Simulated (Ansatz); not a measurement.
# HfC (Fm-3m) in Ansatz: a series of runs, part 2 of 2

Ansatz 0.2.0. The steps go on from the part before.

**3. Relaxation of cell and atoms, RPBE+D4**

input.yaml

```yaml
crystal:
  lattice:
    - [0.0, 2.325, 2.325]
    - [2.325, 0.0, 2.325]
    - [2.325, 2.325, 0.0]
  atoms:
    - { symbol: Hf, position: [0.5, 0.5, 0.5] }
    - { symbol: C, position: [0.0, 0.0, 0.0] }
kpoints:
  mp_grid: { grid: [10, 10, 10] }
scf:
  occupations: { method: fermi_dirac, width: 0.05 }
hamiltonian:
  xc: rpbe
  dispersion: d4
  pseudopotentials: { kind: all_electron, lapw: { basis_error: 0.001 } }
output:
  forces: true
  stress: true
relax:
  f_tol: 0.02
  max_steps: 60
  cell: {}
```

Potentials or basis: all-electron LAPW, scalar-relativistic.

Started as:

```console
> ansatz run input.yaml --threads 1 --pin off --max-ram 3072MiB --backend cpu --events-out ev --progress --plain --runs-dir out
```

The log of the run:

```text
Warning: RAYON_NUM_THREADS=1 ignored (pool sized by the plan → 1); use --threads N
The last accepted step is kept in <dir> (removed where the run ends without a failure and the disk answers)
LAPW: plane waves up to 9.216 Å⁻¹, error target 1.0e-3 eV per atom; small_component_spin mean_spin; C in spheres of 0.921 Å, 6 of its electrons in bands, Dirac shells []; Hf in spheres of 1.334 Å, 42 of its electrons in bands, Dirac shells [] (how accurate: hamiltonian.pseudopotentials.lapw.basis_error, Limitations)
Engine: ansatz 0.2.0, aarch64-unknown-linux-gnu
Pseudopotentials: kind: all_electron
Pseudopotential: Hf, LAPW, valence charge 42, lapw/all_electron/scalar/gaussian/Hf, Koelling and Harmon's equation, gaussian nucleus
Pseudopotential: C, LAPW, valence charge 6, lapw/all_electron/scalar/gaussian/C, Koelling and Harmon's equation, gaussian nucleus
Functional definition: RPBE
  parameter kappa = 0.804
  parameter beta = 0.06672455060314922
  exchange = rpbe_x(kappa = kappa, mu = beta*pi^2/3)
  correlation = pbe_c(beta = beta)
Crystal: 2 atoms, lattice volume = 25.136 Å³
Basis set: ecut = 323.5859109563065 eV, 331 PW (Γ), exchange–correlation at level 2
Bands: 29, of which v1, the nominal top of the filled ones, is band 24 counted from 1 (23 counted from 0)
Symmetry: 48 space group operations
Space group: Fm-3m (ITA 225), of the structure as read, at distance tolerance 2.9e-5 Å
k-points: 47 of 1000
Non-local potential: Hf, projectors of the file, none
Non-local potential: C, projectors of the file, none
Initial density: superposition of atomic densities (chi_scale 0.1, normalization cell, long waves kept (reshape's long-wave potential 0.00 eV rms))
Initial wavefunctions: plane waves of lowest kinetic energy (no species holds an atomic orbital)
Functional: x = rpbe, c = pbe(β = 0.06672455060314922)
iter 1 solved again at ethr=1.29e-2 eV; its pass at ethr=1.00e-1 eV (dr2=6.17e0 eV) is discarded
SCF iter   1: F=—  HF=-411305.502645 eV  |F-HF|=—  |Δ(HF+E_count)|=         —  Δρ=1.31e-1  dr2=6.17e0  ethr=1.29e-2  ⟨swp⟩=2.0  Hψ=8237  notcnv=0
preconditioner: auto → none  [insulator: Δε(μ)=0.346 eV  Ē_g=18.139 eV  σ=0.050 eV  W_gap=0.63  n_scr=14 (ndim 8)  ℏωp=39.2 eV  f_vac=0.000  D(μ)=0.16/eV (n_scr^D=0)  ε∞_Penn≈5.7]
SCF iter   2: F=—  HF=-411304.520099 eV  |F-HF|=—  |Δ(HF+E_count)|=   9.83e-1  Δρ=8.15e-2  dr2=2.10e0  ethr=1.29e-2  ⟨swp⟩=3.0  Hψ=4189  notcnv=0
iter 3 solved again at ethr=5.39e-5 eV; its pass at ethr=4.37e-3 eV (dr2=2.59e-2 eV) is discarded
SCF iter   3: F=—  HF=-411303.534846 eV  |F-HF|=—  |Δ(HF+E_count)|=   9.85e-1  Δρ=1.27e-2  dr2=2.59e-2  ethr=5.39e-5  ⟨swp⟩=2.0  Hψ=7179  notcnv=0
SCF iter   4: F=—  HF=-411303.534835 eV  |F-HF|=—  |Δ(HF+E_count)|=         —  Δρ=5.65e-3  dr2=5.65e-3  ethr=5.39e-5  ⟨swp⟩=2.0  Hψ=3998  notcnv=0
the basis was enlarged: its passes take 206.0 KiB over the memory plan, 1 of 1 planned eigensolver slots
SCF iter   5: F=—  HF=-411303.535613 eV  |F-HF|=—  |Δ(HF+E_count)|=   7.78e-4  Δρ=1.14e-3  dr2=2.01e-4  ethr=1.18e-5  ⟨swp⟩=2.0  Hψ=3996  notcnv=0
SCF iter   6: F=—  HF=-411303.535260 eV  |F-HF|=—  |Δ(HF+E_count)|=   3.53e-4  Δρ=3.62e-4  dr2=2.73e-5  ethr=4.19e-7  ⟨swp⟩=3.0  Hψ=4107  notcnv=0
SCF iter   7: F=—  HF=-411303.535194 eV  |F-HF|=—  |Δ(HF+E_count)|=   6.60e-5  Δρ=2.94e-5  dr2=2.08e-7  ethr=5.68e-8  ⟨swp⟩=3.0  Hψ=4142  notcnv=0
SCF iter   8: F=-411303.535194 eV  HF=-411303.535194 eV  |F-HF|=2.91e-10  |Δ(HF+E_count)|=   1.61e-7  Δρ=2.13e-6  dr2=5.30e-10  ethr=4.33e-10  ⟨swp⟩=3.0  Hψ=4182  notcnv=0
SCF 1 converged in 8 iterations: F = -411303.535194 eV  dr2 = 5.30e-10
relax step   1: F+E_penalty+E_count = -411303.53519373 eV  Δ(F+E_penalty+E_count) = +0.000e0 eV  max|allowed force component| = 1.824e-30 eV/Å  Δτ_max = 0.0000 Å  P = -3.003 GPa  Ω = 25.136 Å³  (8 SCF iters, accepted)
Crystal: 2 atoms, lattice volume = 24.580 Å³
Basis set: ecut = 328.4459133027951 eV, 331 PW (Γ), exchange–correlation at level 2
Initial density: handed on by an earlier stage of this run
Initial wavefunctions: those handed on with the density
iter 1 solved again at ethr=2.07e-7 eV; its pass at ethr=1.00e-1 eV (dr2=9.93e-5 eV) is discarded
SCF iter   1: F=—  HF=-411303.536906 eV  |F-HF|=—  |Δ(HF+E_count)|=         —  Δρ=7.27e-4  dr2=1.05e-4  ethr=2.07e-7  ⟨swp⟩=4.0  Hψ=7421  notcnv=0
preconditioner: auto → Kerker (q_TF=auto, 3.050 Å⁻¹)  [metal: Δε(μ)=0.143 eV  Ē_g=19.077 eV  σ=0.050 eV  W_gap=0.50  n_scr=14 (ndim 8)  ℏωp=39.6 eV  f_vac=0.000  D(μ)=0.31/eV (n_scr^D=0)]
SCF iter   2: F=—  HF=-411303.536817 eV  |F-HF|=—  |Δ(HF+E_count)|=   8.89e-5  Δρ=4.56e-4  dr2=4.57e-5  ethr=2.07e-7  ⟨swp⟩=2.0  Hψ=3989  notcnv=0
SCF iter   3: F=—  HF=-411303.536801 eV  |F-HF|=—  |Δ(HF+E_count)|=   1.58e-5  Δρ=1.75e-4  dr2=8.43e-6  ethr=9.53e-8  ⟨swp⟩=2.0  Hψ=3989  notcnv=0
SCF iter   4: F=—  HF=-411303.536790 eV  |F-HF|=—  |Δ(HF+E_count)|=   1.10e-5  Δρ=1.54e-4  dr2=7.48e-6  ethr=1.76e-8  ⟨swp⟩=2.0  Hψ=3989  notcnv=0
SCF iter   5: F=—  HF=-411303.536791 eV  |F-HF|=—  |Δ(HF+E_count)|=   3.79e-7  Δρ=7.04e-5  dr2=1.46e-6  ethr=1.56e-8  ⟨swp⟩=2.0  Hψ=3989  notcnv=0
iter 6 solved again at ethr=1.64e-10 eV; its pass at ethr=3.04e-9 eV (dr2=7.87e-8 eV) is discarded
SCF iter   6: F=-411303.536791 eV  HF=-411303.536791 eV  |F-HF|=9.78e-9  |Δ(HF+E_count)|=   1.97e-7  Δρ=1.92e-5  dr2=7.84e-8  ethr=1.64e-10  ⟨swp⟩=2.0  Hψ=6766  notcnv=0
SCF 2 converged in 6 iterations: F = -411303.536791 eV  dr2 = 7.84e-8
relax step   2: F+E_penalty+E_count = -411303.53679103 eV  Δ(F+E_penalty+E_count) = -1.597e-3 eV  max|allowed force component| = 7.231e-31 eV/Å  Δτ_max = 0.0000 Å  P = +2.178 GPa  Ω = 24.580 Å³  (6 SCF iters, accepted)
Crystal: 2 atoms, lattice volume = 24.811 Å³
Basis set: ecut = 326.40725468846256 eV, 331 PW (Γ), exchange–correlation at level 2
iter 1 solved again at ethr=3.13e-8 eV; its pass at ethr=1.00e-1 eV (dr2=1.50e-5 eV) is discarded
SCF iter   1: F=—  HF=-411303.538335 eV  |F-HF|=—  |Δ(HF+E_count)|=         —  Δρ=3.01e-4  dr2=1.75e-5  ethr=3.13e-8  ⟨swp⟩=4.2  Hψ=7416  notcnv=0
preconditioner: auto → Kerker (q_TF=auto, 3.045 Å⁻¹)  [metal: Δε(μ)=0.140 eV  Ē_g=19.035 eV  σ=0.050 eV  W_gap=0.49  n_scr=14 (ndim 8)  ℏωp=39.4 eV  f_vac=0.000  D(μ)=0.32/eV (n_scr^D=0)]
SCF iter   2: F=—  HF=-411303.538321 eV  |F-HF|=—  |Δ(HF+E_count)|=   1.45e-5  Δρ=1.89e-4  dr2=7.72e-6  ethr=3.13e-8  ⟨swp⟩=2.0  Hψ=3990  notcnv=0
SCF iter   3: F=—  HF=-411303.538319 eV  |F-HF|=—  |Δ(HF+E_count)|=   2.30e-6  Δρ=7.19e-5  dr2=1.39e-6  ethr=1.61e-8  ⟨swp⟩=2.0  Hψ=3990  notcnv=0
SCF iter   4: F=—  HF=-411303.538316 eV  |F-HF|=—  |Δ(HF+E_count)|=   2.25e-6  Δρ=6.29e-5  dr2=1.24e-6  ethr=2.89e-9  ⟨swp⟩=2.0  Hψ=3990  notcnv=0
SCF iter   5: F=—  HF=-411303.538316 eV  |F-HF|=—  |Δ(HF+E_count)|=   1.07e-7  Δρ=2.78e-5  dr2=2.26e-7  ethr=2.59e-9  ⟨swp⟩=2.0  Hψ=3990  notcnv=0
iter 6 solved again at ethr=2.93e-11 eV; its pass at ethr=4.70e-10 eV (dr2=1.41e-8 eV) is discarded
SCF iter   6: F=-411303.538316 eV  HF=-411303.538316 eV  |F-HF|=1.51e-9  |Δ(HF+E_count)|=   2.97e-8  Δρ=8.02e-6  dr2=1.40e-8  ethr=2.93e-11  ⟨swp⟩=2.0  Hψ=6785  notcnv=0
SCF 3 converged in 6 iterations: F = -411303.538316 eV  dr2 = 1.40e-8
relax step   3: F+E_penalty+E_count = -411303.53831644 eV  Δ(F+E_penalty+E_count) = -1.525e-3 eV  max|allowed force component| = 1.282e-30 eV/Å  Δτ_max = 0.0000 Å  P = -0.042 GPa  Ω = 24.811 Å³  (6 SCF iters, accepted)
iter 1 solved again at ethr=7.43e-12 eV; its pass at ethr=1.00e-1 eV (dr2=3.57e-9 eV) is discarded
SCF iter   1: F=—  HF=-411303.538317 eV  |F-HF|=—  |Δ(HF+E_count)|=         —  Δρ=4.91e-6  dr2=3.54e-9  ethr=8.75e-12 (applied; sched 7.43e-12)  ⟨swp⟩=5.1  Hψ=7190  notcnv=0
preconditioner: auto → Kerker (q_TF=auto, 3.045 Å⁻¹)  [metal: Δε(μ)=0.141 eV  Ē_g=19.037 eV  σ=0.050 eV  W_gap=0.49  n_scr=14 (ndim 8)  ℏωp=39.4 eV  f_vac=0.000  D(μ)=0.32/eV (n_scr^D=0)]
SCF iter   2: F=-411303.538317 eV  HF=-411303.538317 eV  |F-HF|=1.46e-9  |Δ(HF+E_count)|=   2.45e-7  Δρ=3.20e-6  dr2=1.70e-9  ethr=7.37e-12  ⟨swp⟩=3.0  Hψ=4298  notcnv=0
SCF 4 converged in 2 iterations: F = -411303.538317 eV  dr2 = 1.70e-9
relax step   4: F+E_penalty+E_count = -411303.53831690 eV  Δ(F+E_penalty+E_count) = -4.551e-7 eV  max|allowed force component| = 7.724e-31 eV/Å  Δτ_max = 0.0000 Å  P = -0.042 GPa  Ω = 24.811 Å³  stress off target by 4.20e-2 GPa  SCF on the basis re-selected at this cell (its energy is not comparable with the rows above)  (2 SCF iters)
basis re-selected at this cell: Δ(F+E_penalty+E_count) = -4.551e-7 eV, ΔP = +0.000 GPa vs the last step (what re-selecting the basis moved, after the strain that the cell walked since its last selection, with what the two solves' SCF thresholds leave and, on support functions, any second-order correction that the steps lacked; it is no measure of the basis error at this ecutwfc). This SCF's stress stands 4.20e-2 GPa from its target on what of the cell is left free (relax.cell.stress_tol is 5.00e-2 GPa) and its largest allowed force component is 7.72e-31 eV/Å (relax.f_tol is 2.00e-2 eV/Å): within both
SCF converged after 2 iterations
Free energy (F): -411303.538317 eV
Harris-Foulkes:  -411303.538317 eV  (|F-HF|=1.46e-9)
Internal energy: -411303.535627 eV  (E = F + TS)
E sigma→0 (E₀):  -411303.536972 eV
Entropy (-TS):   -0.002690 eV (-1.345 meV/atom)
Fermi energy:    20.926077 eV
--- Per-component energies (eV) ---
  E_band       = -4261.189218
  E_kinetic    = 457538.775839
  E_xc         = -8577.646088
  E_electrostatic = -860263.710616  (all electrons and nuclei)
  E_disp       = -0.954762  (pairwise vdW)
  E_smearing   = -0.002690  (= −TS)
  E_closure    = 0.000000  (closes the sum)
  E_atoms      = -411285.102839  (free atoms, spherical and without spin; not in F)
  Σ components = -411303.538317   (vs F -411303.538317, Δ=0.00e0)
  Basis errors (estimates in eV, not in F): energy 3.8e-4 per atom: plane waves 3.4e-4 (1.9e-4 summed), levels above the bands 2.0e-32, relativity 5.4e-8, radial functions 3.8e-5, core shells 2.8e-7; eigenvalues (radial functions only) 2.3e-6; not estimated: angular momenta, meshes, grids; target (lapw.basis_error) 1.0e-3; muffin-tin radii C 0.917 Å, Hf 1.328 Å
--- Forces (eV/Å), atoms counted from 1 ---
  atom   1  Hf     0.00000000    -0.00000000     0.00000000
  atom   2  C     -0.00000000    -0.00000000     0.00000000
  max |Σ_I F_I| component: 8.22e-31 eV/Å
--- Stress (GPa, compression-positive) ---
       -0.041980      -0.000000       0.000000
       -0.000000      -0.041980      -0.000000
        0.000000      -0.000000      -0.041980
  P = ⅓ Tr σ = -0.0420 GPa (-0.420 kbar)
--- Relaxed structure (3 steps of the walk, 3 accepted, 1 SCFs on fresh bases) ---
  F+E_penalty+E_count = -411303.53831690 eV   max|allowed force component| = 7.724e-31 eV/Å   (the final SCF, on the basis selected at the relaxed cell)
  cell:  # Å, volume = 24.8110 Å³
    - [-8.552847072295026e-50, 2.314929971809039, 2.314929971809039]
    - [2.314929971809039, 1.026886646902991e-33, 2.314929971809039]
    - [2.314929971809039, 2.314929971809039, -4.507712426367299e-34]
  atoms:
    - { symbol: Hf, position: [0.5, 0.5, 0.5] }
    - { symbol: C, position: [2.1571795972087777e-36, -1.7257436777672053e-36, -5.17723103330002e-36] }
```

Run time: 28 s. Hardware: 1 thread of Arm Neoverse V2, shared host; peak memory 0.33 GiB.

Results:

* Free energy: -411303.5383 eV
* Relaxed volume: 12.41 Å³/atom
* Relaxed cell: a = 3.274 Å, b = 3.274 Å, c = 3.274 Å, α = 60.00°, β = 60.00°, γ = 60.00°
* Space group after relaxing (to 0.05 Å): Fm-3m (No. 225)
* Energy gained by relaxing: 1.6 meV/atom
* Ionic steps: 4
* Pressure after relaxing: 0.0 GPa

Step by step:
```csv
step,energy change (eV),largest force (eV/Å),volume (Å³)
1,0.0000,0.0000,25.14
2,-0.0016,0.0000,24.58
3,-0.0031,0.0000,24.81
4,-0.0031,0.0000,24.81
```

Final structure:
```yaml
crystal:
  lattice:
    - [0.00000, 2.31493, 2.31493]
    - [2.31493, 0.00000, 2.31493]
    - [2.31493, 2.31493, 0.00000]
  atoms:
    - { symbol: Hf, position: [0.50000, 0.50000, 0.50000] }
    - { symbol: C, position: [0.00000, 0.00000, 0.00000] }
```

**4. Single point, PBE**

input.yaml

```yaml
crystal:
  lattice:
    - [0.0, 2.325, 2.325]
    - [2.325, 0.0, 2.325]
    - [2.325, 2.325, 0.0]
  atoms:
    - { symbol: Hf, position: [0.5, 0.5, 0.5] }
    - { symbol: C, position: [0.0, 0.0, 0.0] }
kpoints:
  mp_grid: { grid: [7, 7, 7] }
scf:
  occupations: { method: fermi_dirac, width: 0.04 }
hamiltonian:
  xc: pbe
  pseudopotentials: { kind: all_electron, lapw: { basis_error: 0.004 } }
output:
  forces: true
  stress: true
  eigenvalues: true
```

Started as:

```console
> ansatz run input.yaml --threads 1 --pin off --max-ram 3072MiB --backend cpu --events-out ev --progress --plain --runs-dir out
```

Run time: 3.4 s. Hardware: 1 thread of Arm Neoverse V2, shared host; peak memory 0.24 GiB.

It converged, with:

```
Free energy            : -411288.9356 eV
Pressure               : 0.4 GPa
Band gap on the k mesh : none (metal or under the smearing width)
```

Levels at points of the mesh, in eV from the Fermi level:
```csv
k point,band 22,band 23,band 24,band 25,band 26,band 27
"(0.00, 0.00, 0.00)",1.15,1.15,1.15,1.46,1.46,1.46
```

Caveat: the k mesh is thin for a metal, which can move the energy by tens of meV per atom. The run has no spin-orbit coupling, so splittings on Hf are missing.

**5. Single point, PBE**

input.yaml

```yaml
crystal:
  lattice:
    - [0.0, 2.325, 2.325]
    - [2.325, 0.0, 2.325]
    - [2.325, 2.325, 0.0]
  atoms:
    - { symbol: Hf, position: [0.5, 0.5, 0.5] }
    - { symbol: C, position: [0.0, 0.0, 0.0] }
kpoints:
  mp_grid: { grid: [10, 10, 10] }
scf:
  occupations: { method: gaussian, width: 0.013 }
hamiltonian:
  xc: pbe
  pseudopotentials: { kind: all_electron, lapw: { basis_error: 0.001 } }
output:
  forces: true
  stress: true
  eigenvalues: true
```

Started as:

```console
> ansatz run input.yaml --threads 1 --pin off --max-ram 3072MiB --backend cpu --events-out ev --progress --plain --runs-dir out
```

Run time: 8.7 s. Hardware: 1 thread of Arm Neoverse V2, shared host; peak memory 0.32 GiB.

Results (log left out):

```yaml
Free_energy: -411288.9414 eV
Pressure: 0.3 GPa
Band_gap_on_the_k_mesh: none (metal or under the smearing width)
```

Levels at points of the mesh, in eV from the Fermi level:
| k point | band 20 | band 21 | band 22 | band 23 | band 24 | band 25 | band 26 | band 27 | band 28 | band 29 |
| --- | --- | --- | --- | --- | --- | --- | --- | --- | --- | --- |
| (0.00, 0.00, 0.00) | -11.04 | -11.04 | 1.01 | 1.01 | 1.01 | 1.32 | 1.32 | 1.32 | 3.32 | 3.32 |
| (0.00, 0.00, -0.50) | -11.04 | -8.49 | -6.20 | -3.06 | -3.06 | 5.25 | 5.25 | 5.71 | 6.52 | 11.31 |
| (0.00, -0.50, -0.50) | -11.07 | -10.48 | -2.66 | -1.84 | -0.12 | -0.12 | 5.24 | 6.67 | 6.67 | 8.37 |

The run has no spin-orbit coupling, so splittings on Hf are missing.

**6. Single point, PBE**

input.yaml, as its differences from that of step 5:

```diff
@@ -11,3 +11,3 @@
 scf:
-  occupations: { method: gaussian, width: 0.013 }
+  occupations: { method: gaussian, width: 0.017 }
 hamiltonian:
```

Potentials or basis: all-electron LAPW, scalar-relativistic.

Started as:

```console
> ansatz run input.yaml --threads 1 --pin off --max-ram 3072MiB --backend cpu --events-out ev --progress --plain --runs-dir out
```

It took 8.6 s on 1 thread of Arm Neoverse V2, shared host; peak memory 0.32 GiB.

Results (log left out):

```
Free energy            : -411288.9414 eV
Pressure               : 0.3 GPa
Band gap on the k mesh : none (metal or under the smearing width)
```

Levels at points of the mesh, in eV from the Fermi level:
```tsv
k point	band 22	band 23	band 24	band 25	band 26	band 27
(0.00, 0.00, 0.00)	1.01	1.01	1.01	1.32	1.32	1.32
(0.00, 0.00, -0.50)	-6.20	-3.06	-3.06	5.25	5.25	5.70
(0.00, -0.50, -0.50)	-2.66	-1.84	-0.12	-0.12	5.24	6.67
```

The run has no spin-orbit coupling, so splittings on Hf are missing.

**7. Overview**

| task | level | cell | k mesh | cutoff (eV) | smearing | basis error allowed | gap on the mesh (eV) | pressure (GPa) | relaxed volume (Å³/atom) |
| --- | --- | --- | --- | --- | --- | --- | --- | --- | --- |
| relaxation of cell and atoms | PBE+D4 | relaxed | 10 × 10 × 10 | - | fermi-dirac 0.05 eV | 0.001 eV/atom | - | 0.0 | 12.39 |
| relaxation of cell and atoms | RPBE+D4 | relaxed | 10 × 10 × 10 | - | fermi-dirac 0.05 eV | 0.001 eV/atom | - | 0.0 | 12.41 |
| single point | PBE | as given | 7 × 7 × 7 | 255 | fermi-dirac 0.04 eV | 0.004 eV/atom | none | 0.4 | - |
| single point | PBE | as given | 10 × 10 × 10 | 303 | gaussian 0.013 eV | 0.001 eV/atom | none | 0.3 | - |
| single point | PBE | as given | 10 × 10 × 10 | 303 | gaussian 0.017 eV | 0.001 eV/atom | none | 0.3 | - |

Alike in all rows: potentials or basis all-electron LAPW, scalar-relativistic; no spin polarisation.

Every run on the cell as given and a fine mesh finds a metal.

Caveats: the k mesh is thin for a metal, which can move the energy by tens of meV per atom (some runs).

Compare energies only between runs with the same functional and basis.
